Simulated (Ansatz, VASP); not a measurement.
## Os: VASP beside Ansatz

Contents of INCAR:

```
  ALGO = Normal
  EDIFF = 1E-6
  ENCUT = 520
  GGA = PS
  ISIF = 2
  ISMEAR = 0
  LASPH = True
  LCHARG = False
  LREAL = False
  LWAVE = False
  NBANDS = 10
  NELM = 80
  PREC = Accurate
  SIGMA = 0.1
```

The input KPOINTS:

```
k-points
0
Gamma
  18 18 18
```

Contents of POSCAR:

```
Os
1.0
    0.0000000000      1.9513486409      1.9513486409
    1.9513486409      0.0000000000      1.9513486409
    1.9513486409      1.9513486409      0.0000000000
Os
1
Direct
    0.0000000000      0.0000000000      0.0000000000
```

Input for Ansatz:

```yaml
crystal:
  lattice:
    - [0.0, 1.9513486409, 1.9513486409]
    - [1.9513486409, 0.0, 1.9513486409]
    - [1.9513486409, 1.9513486409, 0.0]
  atoms:
    - { symbol: Os, position: [0.0, 0.0, 0.0] }
basis:
  ecutwfc: 420
kpoints:
  mp_grid: { grid: [18, 18, 18] }
hamiltonian:
  xc: pbesol
scf:
  occupations: { method: gaussian, width: 0.1 }
output:
  forces: true
  stress: true
  eigenvalues: true
  populations: true
```

Alike in both runs: task single point; functional PBEsol; k mesh 18 × 18 × 18; occupations gaussian, width 0.1 eV; no spin polarisation.

|  | VASP | Ansatz |
| --- | --- | --- |
| version | VASP 6.6.1 | Ansatz 0.2.0 |
| potentials or method | VASP PAW PBE potentials, release 64 (Os) | scalar-relativistic, plane waves, PAW |
| plane-wave cutoff (eV) | 520 | 420 |
| valence electrons in the cell | 8 | 16 |

```tsv
	VASP	Ansatz	Ansatz less VASP
gap on the k mesh at the Fermi level (eV)	none	none	-
pressure (GPa)	-23.4	-23.3	+0.09
```

A gap of «none» marks a metal or a gap that the smearing closes. The two sets of potentials don't hold the same shells in valence.

Caveats: so large a pressure means that the cell lies far from this level's equilibrium, or that cutoff or potentials fall short (VASP); the potentials were made for another functional, which shifts forces and pressure (VASP). Spin-orbit coupling is left out, which matters for the levels of Os.
